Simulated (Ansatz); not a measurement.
Straining AlNi

Level of theory: Ansatz 0.2.0, DFT PBEsol, scalar-relativistic, plane waves, PAW. Settings: 420 eV cutoff, 14×14×14 k-mesh, Gaussian smearing of 0.10 eV, no spin polarisation.

The relaxed crystal:

```
Al Ni
1.0
     2.85860    0.00000    0.00000
     0.00000    2.85860    0.00000
     0.00000    0.00000    2.86941
Al Ni
1 1
Direct
  0.00000 0.00000 0.00000
  0.50000 0.50000 0.50000
```

Deformation: uniaxial strain along c, with the lengths of a and b and the atoms relaxed and the angles held, all within the symmetry that the strain leaves. Energies are extrapolated to zero smearing. Stress is positive in compression, on the Cartesian axes of the cell above. On this cell's mesh the reference holds a stress of up to 0.12 GPa.

| strain (%) | ΔE (meV/atom) | a (Å) | b (Å) | c (Å) | σxx (GPa) | σyy (GPa) | σzz (GPa) |
| --- | --- | --- | --- | --- | --- | --- | --- |
| -3.0 | 2.3 | 2.895 | 2.895 | 2.783 | 0.02 | 0.02 | 2.84 |
| -2.0 | 0.8 | 2.883 | 2.883 | 2.812 | 0.01 | 0.01 | 1.61 |
| -1.0 | 0.1 | 2.871 | 2.871 | 2.841 | 0.00 | 0.00 | 0.64 |
| +0.0 | 0.0 | 2.859 | 2.859 | 2.869 | 0.11 | 0.11 | -0.12 |
| +1.0 | 0.4 | 2.848 | 2.848 | 2.898 | 0.00 | 0.00 | -1.18 |
| +2.0 | 1.7 | 2.837 | 2.837 | 2.927 | 0.00 | 0.00 | -2.23 |
| +3.0 | 3.6 | 2.826 | 2.826 | 2.955 | 0.00 | 0.00 | -3.03 |